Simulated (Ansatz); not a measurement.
## ZrS2: Zr vacancy

Theory: DFT PBE, scalar-relativistic, plane waves, PAW in Ansatz 0.2.0. Settings: 420 eV cutoff, 2×2×2 k-mesh, shifted by half a step, Gaussian smearing of 0.01 eV, collinear spin.

Host crystal, relaxed:

```
Zr S
1.0
     3.68521    0.00000    0.00000
    -1.84260    3.19148    0.00000
     0.00000    0.00000    6.75791
Zr S
1 2
Direct
  0.00000 0.00000 0.00000
  0.66667 0.33333 0.78568
  0.33333 0.66667 0.21432
```

Supercell of 36 atoms, rows in host cell vectors: -2 0 -1; 2 2 -1; 0 -2 -1. Atoms relax at the host's cell from a start displaced at random by 0.05 Å near the defect, so other minima may exist. The cell is small, so energies carry finite-size errors of tenths of an eV. The host's Kohn–Sham gap is 1.14 eV. Atoms are taken from and returned to the elements' standard states. Charged cells are corrected for image charges with the computed static dielectric tensor (mean 36.6) and aligned with the host's potential at far atoms (alignment terms reach 1.50 eV). No band-filling term is added, and the Fermi level counts from the host's valence band top.

Defect: Zr vacancy set at (0.000, 0.000, 0.000) of the host cell. Before relaxation its nearest neighbours are 6 S at 2.57 Å.

```json
{"charge": "0", "E_f at the valence band top (eV)": "9.32", "over the neutral state (eV)": "0.00", "moment (μB)": "3.00", "largest move (Å)": "0.09", "atoms near the site": "2 S at 2.51 Å, 3 S at 2.53 Å, 1 S at 2.54 Å"}
{"charge": "-1", "E_f at the valence band top (eV)": "9.36", "over the neutral state (eV)": "0.04", "moment (μB)": "2.00", "largest move (Å)": "0.14", "atoms near the site": "1 S at 2.57 Å, 1 S at 2.58 Å, 1 S at 2.59 Å, 1 S at 2.62 Å, 1 S at 2.71 Å, 1 S at 2.72 Å"}
{"charge": "-2", "E_f at the valence band top (eV)": "9.58", "over the neutral state (eV)": "0.26", "moment (μB)": "2.00", "largest move (Å)": "0.13", "atoms near the site": "1 S at 2.66 Å, 2 S at 2.67 Å, 2 S at 2.68 Å, 1 S at 2.69 Å"}
{"charge": "-3", "E_f at the valence band top (eV)": "9.96", "over the neutral state (eV)": "0.64", "moment (μB)": "1.00", "largest move (Å)": "0.17", "atoms near the site": "1 S at 2.71 Å, 2 S at 2.72 Å, 3 S at 2.73 Å"}
```

Among the charges computed the stable one is 0 at the valence band top, changing to -1 at 0.04 eV, changing to -2 at 0.22 eV, changing to -3 at 0.38 eV. In charge -2, -3 the cell has partly filled bands: a level of the defect may be part filled, the carrier may sit in the host's bands, or levels may cross between the k points, so transitions that involve it are doubtful.

Cost: 5 runs of about 33 core-minutes in all, on AMD EPYC 9R45 (Zen 5) (shared hosts).